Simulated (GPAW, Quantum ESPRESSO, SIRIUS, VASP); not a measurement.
**Fitting the PBEsol energy curve of Ta**

```
Ta
1.0
    -1.65128    1.65128    1.65128
     1.65128   -1.65128    1.65128
     1.65128    1.65128   -1.65128
Ta
1
Direct
  0.00000 0.00000 0.00000
```

The cell was scaled at fixed shape and fractions and run with GPAW, PAW data sets generated for this functional, cutoff 600 eV; PBEsol, k mesh 11 × 11 × 11 on the cell of 1 atom, fermi-dirac occupations of 0.05 eV, no spin polarisation, no spin-orbit coupling. Energies are those that the program minimises, any entropy of the smearing included. For a metal such a mesh isn't converged to the digits shown.

```csv
V (Å³/atom),energy over the lowest row (meV/atom)
16.9297,21.34
17.2899,5.22
17.6501,0.00
18.0104,4.53
18.3706,?
18.7308,38.80
19.0910,66.89
```

Problem. Fit the third-order Birch-Murnaghan form, give V0, B0 and B′, and predict the energy left open.

Solution. With y = (V0/V)^(2/3), E = E0 + (9 V0 B0/16) [(y - 1)³ B′ + (y - 1)² (6 - 4y)]. Least squares through the rows shown give V0 = 17.6568 Å³/atom, E0 = 0.00 meV, B0 = 211.7 GPa (1 eV/Å³ = 160.218 GPa) and B′ = 4.39, with a largest miss of 0.02 meV. At V = 18.3706 the form with these constants gives 17.75 meV; the run gave 17.76 meV an atom. Other set-ups at this level, from all their volumes (Å³/atom, GPa): Quantum ESPRESSO, PseudoDojo 0.4.1 SR PBEsol standard: V0 17.640, B0 211.5; SIRIUS, all-electron FP-LAPW, apw+lo standard: V0 17.615, B0 211.2; VASP, PBE PAW files Ta_pv, 520 eV (made for PBE): V0 17.651, B0 213.9. Measured modulus: 194 GPa (arxiv:1910.08312), so the fit lies +9.1 % from it. The runs are for a static lattice.

The open point is an interpolation, so its close recovery shows that the curve is smooth and the form adequate over this range, not that the modulus is accurate to the same degree. The positive B′ reflects the curve's asymmetry: compression costs more than an equal expansion, because overlap repulsion and the kinetic energy of the electrons rise quickly as the atoms approach. The high stiffness is that of a group 5 metal whose d band is filled mainly in its bonding part, with the antibonding states largely empty.

The all-electron result lies close to the GPAW modulus, and even the PBE-based PAW files shift it far less than the gap to the measured value. The excess therefore probably comes mostly from the functional, which tends to bind 5d metals slightly too tightly, giving short, stiff bonds; thermal softening of the real crystal may account for part of it. A minimum under uniform scaling says nothing about stability against shear or against other structures.
